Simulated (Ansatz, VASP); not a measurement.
**Cd: VASP beside Ansatz**

Contents of POSCAR:

```
Cd
1.0
    0.0000000000      2.2406899010      2.2406899010
    2.2406899010      0.0000000000      2.2406899010
    2.2406899010      2.2406899010      0.0000000000
Cd
1
Direct
    0.0000000000      0.0000000000      0.0000000000
```

Contents of INCAR.step1:

```
SYSTEM = Cd
ALGO = Normal ; EDIFF = 1E-4
ENCUT = 520 ; GGA = PE
ISMEAR = 0 ; LASPH = .TRUE.
LCHARG = .FALSE. ; LREAL = .FALSE.
LWAVE = .TRUE. ; NBANDS = 12
NELM = 80 ; PREC = Accurate
SIGMA = 0.05
```

The input INCAR.step2:

```
SYSTEM = Cd
ALGO = Normal ; EDIFF = 1E-6
ENCUT = 520 ; ISIF = 2
ISMEAR = 0 ; ISTART = 1
LASPH = .TRUE. ; LCHARG = .FALSE.
LMIXTAU = .TRUE. ; LREAL = .FALSE.
LWAVE = .FALSE. ; METAGGA = R2SCAN
NBANDS = 12 ; NELM = 80
PREC = Accurate ; SIGMA = 0.05
```

KPOINTS

```
k-points
0
G
  16 16 16
  0 0 0
```

Input for Ansatz:

```yaml
crystal:
  lattice:
    - [0.0, 2.240689901, 2.240689901]
    - [2.240689901, 0.0, 2.240689901]
    - [2.240689901, 2.240689901, 0.0]
  atoms:
    - { symbol: Cd, position: [0.0, 0.0, 0.0] }
basis:
  ecutwfc: 500
  ecutrho_ratio: 4
kpoints:
  mp_grid: { grid: [16, 16, 16] }
hamiltonian:
  xc: r2scan
scf:
  occupations: { method: gaussian, width: 0.05 }
output:
  forces: true
  stress: true
  eigenvalues: true
```

Alike in both runs: task single point; functional r2SCAN; k mesh 16 × 16 × 16; occupations gaussian, width 0.05 eV; no spin polarisation.

```csv
,VASP,Ansatz
version,VASP 6.6.1,Ansatz 0.2.0
potentials or method,"VASP PAW PBE potentials, release 64 (Cd)","scalar-relativistic, plane waves, PAW"
plane-wave cutoff (eV),520,500
valence electrons in the cell,12,20
```

```tsv
	VASP	Ansatz	Ansatz less VASP
gap on the k mesh at the Fermi level (eV)	none	none	-
pressure (GPa)	-1.3	-1.6	-0.26
```

A gap of «none» marks a metal or a gap that the smearing closes. The functional is the same, so the differences come from potentials, cutoffs and numerics. The two sets of potentials don't hold the same shells in valence.

Caveats: the PAW data sets were made with another functional, which shifts forces and pressure a little (VASP).
